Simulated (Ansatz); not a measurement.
# NaH (CsCl type): how the settings move a single-point run

Aim: see which settings change the result for NaH (CsCl type), by how much, and at what cost.

Method: reference: DFT, PBE, norm-conserving pseudopotentials, Ansatz's default files, scalar-relativistic, in Ansatz 0.2.0.

2 further runs of the same task are left out: 2 that didn't finish. Runs told in other sessions of the task aren't counted.

## Step 1: The starting structure

The structure is cubic, space group Pm-3m (No. 221). Conventional cell: a = 2.797 Å, b = 2.797 Å, c = 2.797 Å, α = 90.00°, β = 90.00°, γ = 90.00°. Na (site symmetry m-3m) is surrounded by 8 H at 2.42 Å. Around H (site symmetry m-3m) lie 8 Na at 2.42 Å.

Structure file:

```
CELL_PARAMETERS angstrom
2.79680 0.00000 0.00000
0.00000 2.79680 0.00000
0.00000 0.00000 2.79680
ATOMIC_POSITIONS crystal
Na 0.00000 0.00000 0.00000
H 0.50000 0.50000 0.50000
```

## Step 2: Baseline

input.yaml

```yaml
crystal:
  lattice:
    - [2.7967998266, 0.0, 0.0]
    - [0.0, 2.7967998266, 0.0]
    - [0.0, 0.0, 2.7967998266]
  atoms:
    - { symbol: Na, position: [0.0, 0.0, 0.0] }
    - { symbol: H, position: [0.5, 0.5, 0.5] }
kpoints:
  mp_grid: { grid: [12, 12, 12] }
scf:
  occupations: { method: fermi_dirac, width: 0.08 }
hamiltonian:
  xc: pbe
  pseudopotentials: { kind: nc }
output:
  forces: true
  stress: true
  eigenvalues: true
```

Launch:

```
ansatz run input.yaml --threads 1 --pin off --max-ram 2048MiB --backend cpu --events-out ev --progress --plain --runs-dir out
```

## Step 3: Variant: mp_grid.grid [10, 10, 10]

Changes to input.yaml since step 2:

```diff
@@ -9,3 +9,3 @@
 kpoints:
-  mp_grid: { grid: [12, 12, 12] }
+  mp_grid: { grid: [10, 10, 10] }
 scf:
```

Before running it: what results should come out? Wanted: for each run, ending; energy change; pressure; gap; force.

The runs gave:

| run | ending | energy change | pressure (GPa) | gap (eV) | force (eV/Å) | cycles | time |
| --- | --- | --- | --- | --- | --- | --- | --- |
| reference | converged | 0 | 5.7 | 1.04 | 0.00 | 6 | 3.3 s |
| 1: mp_grid.grid [10, 10, 10] | converged | 0.0 meV/atom | 5.7 | 1.04 | 0.00 | 6 | 2.4 s |

Residual by cycle in the longest SCF loop of each run; runs are numbered as in the table. The quantity is the density residual dr2, in eV.

```csv
cycle,reference,run 1
1,0.92,0.92
2,0.0716,0.0716
3,9.6e-4,9.6e-4
4,5.0e-5,5.0e-5
5,9.2e-8,9.3e-8
6,4.2e-9,4.4e-9
```

**Reading.** Changing the k-point mesh leaves the energy as it was (0.0 meV/atom).
